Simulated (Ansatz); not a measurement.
# AlRu under pressure

These are results of DFT PBE, scalar-relativistic, plane waves, PAW (Ansatz), not measurements. Settings: 420 eV plane-wave cutoff, Γ-centred 14×14×14 mesh, Fermi-Dirac smearing of 0.15 eV. No spin polarisation. Phonons by linear response, acoustic sum rule imposed.

The cell, relaxed at this level:
```xyz
2
Lattice="3.0062 0.0000 0.0000 0.0000 3.0062 0.0000 0.0000 0.0000 3.0062" Properties=species:S:1:pos:R:3 pbc="T T T"
Al    0.0000    0.0000    0.0000
Ru    1.5031    1.5031    1.5031
```

In a metal, frequencies and elastic constants depend on the k mesh and the smearing, soft modes and shear constants most.

Q: The cell is relaxed again at 3 and 8 and 15 GPa. How do volume, gap and optical modes at Γ (cm⁻¹, counted from the lowest optical one; a degenerate one stands once) change?

A:
```
          0 GPa  3 GPa  8 GPa  15 GPa
    V/V0  1.000  0.986  0.964   0.937
gap (eV)   0.00   0.00   0.00    0.00
  mode 1    306    315    329     346
```

Cost: 4 runs of about 1.3 core-minutes in all, on AMD EPYC 7R13 Processor (Zen 3) (shared hosts).